**Q:** We deposit ruthenium films, and a colleague suspects a bcc phase in one of them. On energy alone, which is more stable, bcc or close packing?

**A:** Close packing, by 615 meV per atom.

Crystal structures of Ru, named by starting type, with cell and atoms relaxed within the starting symmetry. Ansatz 0.2.0, plane-wave PAW DFT, r2SCAN, scalar-relativistic, not spin-polarised; cutoff 500 eV, Gaussian smearing 0.1 eV. Energies are extrapolated to zero smearing and given relative to the lowest structure listed.

```tsv
found from	space group number	atoms in cell	volume per atom (Å³)	over lowest (meV/atom)
Sm type	166	3	13.53	0.0
Ti type	191	3	13.82	225.0
W type	223	8	13.92	366.0
changed type	139	2	15.12	370.0
P type	64	4	14.52	567.0
W type	229	1	13.93	615.0
Sn type	191	1	14.74	841.0
Sn type	141	2	15.21	891.0
B type	166	12	18.45	914.0
Si type	227	2	19.83	1121.0
Ca type	221	1	15.45	1125.0
```

The column "over lowest" gives each structure's energy per atom above the lowest one here. That lowest row, the samarium type, is a stacking of close-packed layers. The bcc structure is the "W type" with space group number 229. The other "W type", number 223, is A15, a more complex packing. The "changed type" is labelled alpha-gallium in its run, but its cell was already tetragonal when that run began. The "P type" kept the symmetry of black phosphorus but is a dense metal.

**Q:** So zero in this table is real ruthenium?

**A:** Not quite. Real ruthenium is hcp, which stacks the same kind of layers in a different sequence. It is not in the table but should lie lower still. Zero therefore marks the best of these eleven structures. Measured from hcp, every offset would be larger, and bcc would look worse.

**Q:** Is bcc high because it packs its atoms less well?

**A:** That explains very little of it. The bcc cell has only 3% more volume per atom than the close-packed one. A15 has practically the same volume as bcc, yet it lies 249 meV lower. Even two looser structures, the phosphorus type and the "changed type", lie below bcc.

**Q:** Then does density matter at all?

**A:** It sets the coarse order. The d electrons of a metal are shared among all neighbours instead of being tied up in a few bonds, so an atom usually gains from having many neighbours, and many neighbours usually make a dense crystal. The rank correlation between volume and energy is 0.91. A straight line in volume, fitted to all eleven rows, still misses the energies by 253 meV (rms), about as much as the gap between A15 and bcc.

A straight line fits badly partly because energy does not keep pace with volume in the most open structures. From close packing to the diamond structure ("Si type"), an atom goes from twelve neighbours to four, but the distance to them shrinks from 2.67 to 2.34 Å. Fewer bonds are thus partly made up for by stronger ones. Simple cubic ("Ca type"), with six neighbours, ends up level with diamond although its volume is much smaller. It lies farthest from the line, 469 meV above it.

**Q:** What counts against bcc, if not density?

**A:** The number of d electrons. Band theory gives bcc metals a d band with a deep valley near the middle: states below the valley bind, and states above it weaken the binding. Molybdenum, two places to the left in the same row of the periodic table, has just enough electrons to fill the band up to the valley, and it is bcc. Ruthenium has two more electrons per atom, and in bcc they must go into the crowded states above the valley. Close packing spreads its levels differently and houses these electrons at lower energy.

**Q:** Can the shape of a structure really win or lose by electron count alone?

**A:** Three hydrogen atoms show it in the simplest orbital model, with a coupling t between neighbours. A triangle has one level at 2t below the free atom and two at t above it; a chain has levels at √2 t below, at zero and at √2 t above. Two electrons gain 4t in the triangle but only about 2.8t in the chain, so the triangle wins. With four electrons the triangle keeps only 4t − 2t = 2t, while the chain still has 2.8t, and the order flips. The comparison ends there: neither shape stands for bcc, and a metal has a continuous band instead of three levels.

**Q:** Do the calculations show this crowding in ruthenium?

**A:** They fit it. The electronic smearing used in the runs reveals how many states lie close to the Fermi level, the energy up to which the band is filled. Close packing has 0.92 states per eV and atom there, and bcc has 1.93. The omega structure ("Ti type") and A15 fall between them, in the same order as their energies.

This count is a symptom of poor filling and does not measure the energy itself. The "changed type" has the fewest states of the six structures examined, yet it lies 370 meV up. The phosphorus type has fewer than omega, yet it lies far above it. Among the four dense structures the count follows the energy; once these two looser ones are included, it does not.

**Q:** How far can I trust the order?

**A:** Trust the groups more than the places within them. The data makers' tests on other systems put the numerical error for metals at about 4 meV per atom. These runs do not check that figure, but if it holds here, A15 and the "changed type" are tied, and so are diamond and simple cubic. A different density functional could shift such differences by some tens of meV; that is a rough expectation, since only one functional was used. It could swap bcc with the phosphorus type, which is 48 meV lower, but hardly bcc with close packing. The energies also leave out zero-point motion, and each run kept its starting symmetry, so some of the structures may be unstable and would sink lower if free to distort.

One omission may count against bcc in particular. The runs did not allow magnetism, and a crowded Fermi level is what encourages it. Whether bcc ruthenium would gain energy that way is untested.

**Q:** Our anneals run hot. Could heat reverse the order?

**A:** Heat favours the structure with more entropy, and two structures become equal when the entropy difference is ΔS = ΔE/T. Take ruthenium's melting point, roughly 2600 K, where k_B T is about 0.22 eV. Then bcc needs a lead of 0.615/0.22, or nearly 3 k_B per atom. Vibrations typically separate two forms of a metal by a few tenths of k_B, and the crowded Fermi level adds less than one more, so heat falls well short.

The estimate also treats bcc as a phase that can exist. The run behind this row is labelled grey arsenic, but its cell was exactly bcc from the start and only the volume changed. The cubic symmetry it kept never allowed a tetragonal stretch, and bcc ruthenium is known to be unstable against one. A film would then need something to hold it in that shape, such as a substrate.

**Q:** And pressure?

**A:** Pressure favours the smaller volume, and the close-packed row already has both the smallest volume and the lowest energy. Moderate compression therefore strengthens its lead. Lower down, the order is less secure: bcc would pass the phosphorus type near 13 GPa, if both kept their zero-pressure volumes. The printed output below gives this estimate with the others.

**Q:** So what would make bcc win?

**A:** Fewer d electrons. Replacing ruthenium by molybdenum atom for atom lowers the filling towards the valley, and at the molybdenum end bcc is the stable form. If your film does show bcc reflections, I would check its composition and its substrate before blaming the anneal.

Numerical output:

```
fit of en on 11 rows: constant -1343 +/- 677, coefficient of vol 129.4 +/- 44; rms 253, worst Ca type -469, leave-one-out rms 297
rank correlation of energy with volume, all rows: 0.9091
bcc volume above 9R, percent: 2.956
bcc above A15, meV/atom: 249
tetragonal row above A15, meV/atom: 4
simple cubic above diamond type, meV/atom: 4
smallest other step between neighbouring rows, meV/atom: 23
mean nearest distance in 9R with 12 neighbours, angstrom: 2.675
nearest distance in bcc with 8 neighbours, angstrom: 2.625
nearest distance in simple cubic with 6 neighbours, angstrom: 2.491
nearest distance in diamond type with 4 neighbours, angstrom: 2.344
states at Fermi level in 9R, per eV and atom: 0.9201
states at Fermi level in omega, per eV and atom: 1.179
states at Fermi level in A15, per eV and atom: 1.287
states at Fermi level in bcc, per eV and atom: 1.931
states at Fermi level in tetragonal row, per eV and atom: 0.4883
states at Fermi level in phosphorus start, per eV and atom: 1.013
pressure for bcc to overtake phosphorus start, GPa: 13.03
pressure for bcc to overtake tetragonal row, GPa: 32.99
pressure for simple cubic to overtake diamond type, GPa: 0.1463
entropy lead bcc needs over 9R near melting, kB per atom: 2.745
entropy lead bcc needs over A15 near melting, kB per atom: 1.111
entropy lead omega needs over 9R near melting, kB per atom: 1.004
```
